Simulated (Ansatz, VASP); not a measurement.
**AlPt in VASP and in Ansatz**

```xyz
8
Lattice="4.8789 0.0000 0.0000 0.0000 4.8789 0.0000 0.0000 0.0000 4.8789" Properties=species:S:1:pos:R:3 pbc="T T T"
Al    4.1180    4.1180    4.1180
Al    3.2004    0.7610    1.6785
Al    1.6785    3.2004    0.7610
Al    0.7610    1.6785    3.2004
Pt    0.7565    0.7565    0.7565
Pt    1.6829    4.1224    3.1960
Pt    3.1960    1.6829    4.1224
Pt    4.1224    3.1960    1.6829
```

Alike in both runs: task single point; functional PBEsol; k mesh 8 × 8 × 8; occupations gaussian, width 0.1 eV; no spin polarisation.

|  | VASP | Ansatz |
| --- | --- | --- |
| version | VASP 6.6.1 | Ansatz 0.2.0 |
| potentials or method | VASP PAW PBE potentials, release 64 (Al, Pt) | scalar-relativistic, plane waves, PAW |
| plane-wave cutoff (eV) | 520 | 420 |
| valence electrons in the cell | 52 | 84 |

VASP gave:

| Item | Value |
| --- | --- |
| gap on the k mesh at the Fermi level (eV) | none |
| pressure (GPa) | -1.4 |
| rms of the force components (eV/Å) | 0.023 |

Problem. Estimate Ansatz's values.

Solution. gap on the k mesh at the Fermi level (eV): none; pressure (GPa): -1.3; rms of the force components (eV/Å): 0.025.

Atom by atom the forces differ by 0.002 eV/Å (rms over components). A gap of «none» marks a metal or a gap that the smearing closes. The two sets of potentials don't hold the same shells in valence.

Caveats: the PAW data sets were made with another functional, which shifts forces and pressure a little (VASP). The runs have no spin-orbit coupling, so splittings on Pt are missing.
